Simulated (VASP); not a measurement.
Set up this calculation in VASP 6.6.1, as the native input.

- Task: band structure
- Functional: PBE
- Potentials or basis: VASP PAW PBE potentials, release 64 (Te, Pt)
- Cutoff: 520 eV
- k mesh: 12 × 12 × 7
- Occupations: methfessel-paxton, width 0.1 eV
- Spin: no spin polarisation
- Further INCAR settings: ALGO = Fast; EDIFF = 1e-07

The structure of Te2Pt (Moncheite) lies in POSCAR:

```
Te2Pt                                   
1.0
    4.0505954752     -0.0000000000      0.0000000000
   -2.0252977376      3.5079185821     -0.0000000000
    0.0000000000      0.0000000000      5.0784468825
  Te              Pt            
     2     1
Direct
     0.3333333332999970    0.6666666667000030    0.2677311645171889
     0.6666666667000030    0.3333333332999970    0.7322688354828112
     0.0000000000000000    0.0000000000000000    0.0000000000000000
```

These files were run (other wordings do the same):

INCAR

```
PREC     = Accurate       # precision mode
ENCUT    = 520            # plane-wave cutoff, eV
EDIFF    = 1E-7           # SCF threshold, eV
ISMEAR   = 1              # smearing method
SIGMA    = 0.1            # smearing width, eV
LREAL    = False          # projectors in reciprocal space
LASPH    = True           # aspherical terms in the spheres
NELM     = 80             # most SCF steps
ALGO     = Fast           # electronic algorithm
ISIF     = 2              # what is computed and relaxed
LWAVE    = False          # write WAVECAR
LCHARG   = False          # write CHGCAR
LMAXMIX  = 4              # l up to which the mixer works
GGA      = PE             # functional
KPAR     = 4
```

KPOINTS

```
regular mesh
0
Gamma
  12 12 7
```

KPOINTS_OPT

```
explicit points
258
Reciprocal
 0.0000000000  0.0000000000  0.0000000000 1
 0.0263157895  0.0000000000  0.0000000000 1
 0.0526315789  0.0000000000  0.0000000000 1
 0.0789473684  0.0000000000  0.0000000000 1
 0.1052631579  0.0000000000  0.0000000000 1
 0.1315789474  0.0000000000  0.0000000000 1
[... 250 lines left out ...]
 0.5000000000  0.0000000000  0.0289717700 1
 0.5000000000  0.0000000000 -0.0289717700 1
```

Potentials or basis: VASP PAW PBE potentials, release 64 (Te, Pt).

Launch:

```sh
$ cat potpaw_PBE.64/Te/POTCAR potpaw_PBE.64/Pt/POTCAR > POTCAR
$ mpirun -np 4 vasp_std > vasp.out
```

It gave:

The pressure is 3.8 GPa and the largest force is 0.023 eV/Å. The band gap along the path is none (metal or under the smearing width).

Caveat: spin-orbit coupling is left out, which moves the levels of the heavy elements.

Wall time 43 s on 4 MPI ranks on AMD EPYC 9R45 (Zen 5) (shared host), peak memory 0.32 GiB a rank.
